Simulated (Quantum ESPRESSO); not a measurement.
The system is GaP.

```xyz
2
Lattice="0.0000 2.7252 2.7252 2.7252 0.0000 2.7252 2.7252 2.7252 0.0000" Properties=species:S:1:pos:R:3 pbc="T T T"
Ga    0.0000    0.0000    0.0000
P     4.0879    4.0879    4.0879
```

| Item | Value |
| --- | --- |
| Program | Quantum ESPRESSO 7.5 |
| Task | phonons |
| Functional | PBE |
| Potentials or basis | GBRV 1.5 PBE |
| Cutoff | 762 eV |
| Density cutoff | 6095 eV |
| k mesh | 6 × 6 × 6, shifted |
| Occupations | fermi-dirac, width 0.05 eV |
| Spin | no spin polarisation |
| Target pressure | 10 GPa |
| Mixing beta | 0.5 |
| Most SCF iterations | 120 |
| SCF threshold | 4e-10 Ry |

The cell and the atoms were relaxed first at 10 GPa, to 18.81 Å³/atom (a = 3.761 Å, b = 3.761 Å, c = 3.761 Å, α = 60.00°, β = 60.00°, γ = 60.00°), and the response was taken there.

The first run showed a gap, so the response started from a second, tighter run with fixed occupations.

The run gives a transverse optical frequency of 390 cm⁻¹, an electronic dielectric constant of 9.99 and Born charges of ±2.04 e.

Question: What are the longitudinal frequency and the static dielectric constant?

Answer: The longitudinal mode lies at 422 cm⁻¹, 32 cm⁻¹ over the transverse one, and the static constant is 11.65. The two agree with the Lyddane-Sachs-Teller relation: (422/390)² = 1.17 and 11.65/9.99 = 1.17.

Caveat: the cell is more than 3 GPa from zero pressure, which shifts response properties.
